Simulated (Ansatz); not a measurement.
Zinc-blende InN (metastable phase), relaxed in Ansatz (plane waves) with several semilocal functionals. Each gives its own volume and its own bulk modulus:

```csv
level,V0 (Å³/atom),bulk modulus B0 (GPa),ln V0,ln B0
LDA,15.072,146.3,2.7128,4.9857
PBEsol,15.497,135.5,2.7406,4.9090
r²SCAN,15.617,139.7,2.7484,4.9395
PBE,16.086,121.5,2.7779,4.7999
RPBE,16.498,112.0,2.8032,4.7185
BLYP,16.744,107.4,2.8180,4.6766
```

Problem. Fit a straight line to ln B0 against ln V0. What does it predict for PBE-D4, whose volume is 15.678 Å³/atom?

Solution. With x = ln V0 and y = ln B0: means 2.76682 and 4.83820; Σ(Δx Δy) = -0.02474, Σ(Δx²) = 0.008011, so the slope is -3.09. At x = 2.7523 the line gives y = 4.83820 + (-3.09) × (2.7523 − 2.76682) = 4.8831, or 132.0 GPa. The run with PBE-D4 gives 129.3 GPa, -2.0 % from the line. The rows used scatter about it by up to 4.5 %, while the largest value lies 36 % above the smallest. For comparison, PBE's own equation of state has B′ = 4.7, the slope −d ln B/d ln V at a fixed functional; the two needn't agree, since functionals also differ at one volume.

Ansatz's density-functional and Hartree–Fock values are scalar-relativistic unless marked +SOC, with PAW data made under PBE.

Ansatz is an electronic-structure program.
